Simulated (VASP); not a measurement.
Wanted: the native input for a VASP 6.6.1 run.

* Task: relaxation of cell and atoms
* Functional: revTPSS
* Potentials or basis: VASP PAW PBE potentials, release 64 (Cu, O)
* Cutoff: 600 eV
* k mesh: 11 × 11 × 10
* Occupations: gaussian, width 0.05 eV
* Spin: no spin polarisation
* Further INCAR settings: ALGO = Normal; EDIFF = 1e-06; IBRION = 2; EDIFFG = -0.02; NSW = 40; ISIF = 3

The structure of CuO lies in POSCAR:

```
CuO
1.0
    2.8363251100      0.0000000000      0.0000000000
   -1.4181625500      2.4563296000      0.0000000000
    0.0000000000      0.0000000000      2.7681127800
Cu O
1 1
Direct
    0.0000000000      0.0000000000      0.0000000000
    0.6666666667      0.3333333333      0.5000000000
```

Measurements of this composition are mostly on another form, of space group No. 15.

One way to write it, as run:

INCAR

```
  PREC = Accurate
  ENCUT = 600
  EDIFF = 1E-6
  ISMEAR = 0
  SIGMA = 0.05
  LREAL = F
  LASPH = T
  NELM = 60
  ALGO = Normal
  ISIF = 3
  LWAVE = F
  LCHARG = F
  METAGGA = RTPSS
  LMIXTAU = T
  IBRION = 2
  NSW = 40
  EDIFFG = -0.02
```

KPOINTS

```
Automatic mesh
0
Gamma
  11 11 10
```

Potentials or basis: VASP PAW PBE potentials, release 64 (Cu, O).

Launch:

```bash
$ cat potpaw_PBE.64/Cu/POTCAR potpaw_PBE.64/O/POTCAR > POTCAR
$ mpirun -np 1 vasp_std > vasp.out
```

It gave:

| Quantity | Value |
| --- | --- |
| Relaxed volume | 9.36 Å³/atom |
| Relaxed cell | a = 2.841 Å, b = 2.841 Å, c = 2.678 Å, α = 90.00°, β = 90.00°, γ = 120.00° |
| Space group after relaxing (to 0.05 Å) | P-6m2 (No. 187) |
| Energy gained by relaxing | 11.6 meV/atom |
| Ionic steps | 7 |
| Pressure after relaxing | 0.2 GPa |
| Band gap on the k mesh | none (metal or under the smearing width) |

Caveat: the PAW data sets were made with another functional, which shifts forces and pressure a little; an odd number of electrons without spin polarisation forces a metal; a magnetic or distorted state may lie lower; the run has no spin polarisation, though such a crystal can be magnetic; semilocal functionals often make such compounds metallic where correlation or magnetic order opens a gap, which also shifts bond lengths.

It took 4.3 min on 1 thread of Intel(R) Xeon(R) Platinum 8488C (Sapphire Rapids) (shared host), peak memory 0.18 GiB.
